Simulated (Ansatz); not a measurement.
## WC: energy along a strain

WC, Fm-3m, a = 4.380 Å. This isn't the usual stable structure of the compound. Ansatz: PBE, PAW, 420 eV, Γ-centred 24×24×24 mesh on 2 atoms, Gaussian smearing 0.15 eV; no spin polarisation. Cell vectors (Å): 0.000 2.190 2.190; 2.190 0.000 2.190; 2.190 2.190 0.000. The cell is strained by x per cent times the pattern (0 1 0 0 0 0) in the order xx yy zz yz xz xy (engineering shears), with fractional coordinates held. y is the free energy over the start, V0 = 10.504 Å³/atom.

| x (%) | y (meV/atom) |
| --- | --- |
| -6.00 | ? |
| -4.50 | 59.27 |
| -3.00 | 24.69 |
| -1.50 | 5.80 |
| 0.00 | 0.00 |
| 1.50 | 5.12 |
| 3.00 | 19.22 |
| 4.50 | 40.54 |
| 6.00 | 67.62 |

Fit y = c2 x² + c3 x³ to the other rows, get the stiffness along the pattern, and predict the missing energy.

Least squares on the rows shown. y = 2.4691 x² − 0.099635 x³. The clamped-ion stiffness p·C·p = 2 × 24.69 eV × 160.2 / 10.504 Å³ = 753 GPa, which is C22 in these axes (C11 of the cubic crystal). At x = -6.00 the fit asked for gives 110.41 meV/atom. The run gave 112.29 meV/atom, so the fit is 1.88 meV/atom too low, 1.7 % of the span of the series, against an rms of 0.24 meV/atom on the fitted rows. The row lies outside the fitted range. With a term in x⁴ added, a fit to the same known rows predicts 112.01 meV/atom, so most of the miss is curvature that the known rows already hold.

Spin–orbit coupling is left out, which can shift energies with elements as heavy as these.

Cost: 9 runs of about 3.3 core-minutes in all, on Arm Neoverse V1 (shared hosts).